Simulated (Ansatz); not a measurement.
H started in the widest void in rocksalt SrO, 65 atoms, charge −1

All numbers come from Ansatz (PAW, plane waves, no spin–orbit coupling) at the single k point (¼, ¼, ¼) without its symmetry partners. The atoms were relaxed with PBEsol in a fixed cell; other functionals are single points on those atoms unless said otherwise. The valence top and gap of the host come from its small cell on a dense mesh, with the band extrema sought between the mesh points, lined up by the mean potential, PBEsol gap 3.20 eV, HSE06 gap 4.79 eV. The charge correction uses an assumed dielectric constant of 14.5.

Cell: a = 10.245 Å, b = 10.245 Å, c = 10.245 Å, α = 90.00°, β = 90.00°, γ = 90.00°.

Nearest atoms after relaxation, from the placed atom (for vacancies from the middle of the vacant sites): Sr at 2.17 Å, Sr at 2.17 Å, Sr at 2.17 Å, Sr at 2.17 Å, O at 2.45 Å, O at 2.45 Å, O at 2.45 Å, O at 2.45 Å.

Chemical potentials μ are those of reference phases of the elements at zero temperature by the same functional (the usual solids, diamond for C, grey Sn, and the molecules H2, N2, O2, F2, Cl2, Br2 and S8).

```csv
functional,E(defect) − E(host) − Σ nμ + q·E_VBM (eV),monopole (eV),alignment (eV),formation energy at E_F = VBM (eV),moment (μB),"wall time, shared host"
PBEsol,3.56,0.14,-0.01,3.69,0 (no spin),5.3 s on NVIDIA GB200 (relaxation)
```

Problem. Estimate the formation energy and moment that HSE06 gives on these atoms.

Solution. 4.94 eV at E_F = VBM (4.81 eV before the monopole term 0.14 eV and the alignment -0.01 eV), moment 0 (no spin).

Problem. How does the monopole term follow by hand for this cubic cell?

Solution. q²·α·e²/(4πε₀)/(2εL) with the Madelung constant α = 2.837 and e²/4πε₀ = 14.40 eV·Å: 1 × 2.837 × 14.40 / (2 × 14.5 × 10.245) = 0.14 eV.

HSE06 one-electron levels near the gap (the ten most localised at most), from the host's valence top, not corrected for the charge's images:

| level (eV) | spin | filling | atoms sharing it | element of the atom with most weight |
| --- | --- | --- | --- | --- |
| -0.22 | both | 2.00 | 16.5 | O |
| -0.21 | both | 2.00 | 16.9 | O |
| -0.21 | both | 2.00 | 16.9 | O |
| -0.18 | both | 2.00 | 20.6 | spread |
| -0.18 | both | 2.00 | 20.6 | spread |
| 1.33 | both | 2.00 | 4.3 | H |

All elements are taken at their own reference at once; growth conditions in equilibrium with the host shift these energies, by up to the host's formation enthalpy.

One k point and a cell of this size can leave errors of several tenths of an eV in such numbers.
